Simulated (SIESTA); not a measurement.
CoO in SIESTA: the effect of starting spin order

CoO:

```
Co O
1.0
     1.60222    0.92504    2.56647
    -1.60222    0.92504    2.56647
     0.00000   -1.85008    2.56647
Co O
1 1
Direct
  0.99898 0.99898 0.99898
  0.75102 0.75102 0.75102
```

Measurements of this composition are mostly on another form, of space group No. 225.

Alike in all runs:

| Item | Value |
| --- | --- |
| Program | SIESTA 5.4.2 |
| Task | single point |
| Functional | PBEsol |
| Potentials or basis | PseudoDojo 0.4 standard (PBEsol files) |
| Basis | DZP (energy shift 0.003 Ry; two zetas on semicore shells) |
| Grid cutoff | 800 Ry |
| Energy shift | 0.003 Ry |
| k mesh | 10 × 10 × 10 |
| Occupations | fermi-dirac, width 0.05 eV |

One run gave: energy over the lowest run 154.5 meV/atom; final net moment 0.00 μB; final largest site moment 0.00 μB. Which starting spin order did it use?
A. fm
B. fm_larger
C. afm
D. nm

D.

```tsv
starting spin order	spin	starting moments	energy over the lowest run (meV/atom)	final net moment (μB)	final largest site moment (μB)
nm	collinear spin, zero start	[0.0, 0.0] μB	154.5	0.00	0.00
fm	collinear spin, ferromagnetic start	[2.0, 0.0] μB	0.0	2.82	2.43
fm_larger	collinear spin, fm_larger start	[3.5, 0.0] μB	0.0	2.82	2.43
afm	collinear spin, ferromagnetic start	[2.0, 0.0] μB	0.0	2.82	2.43
```

Caveats: a cell with one magnetic atom can't hold antiferromagnetic order, which such compounds often take (some runs).
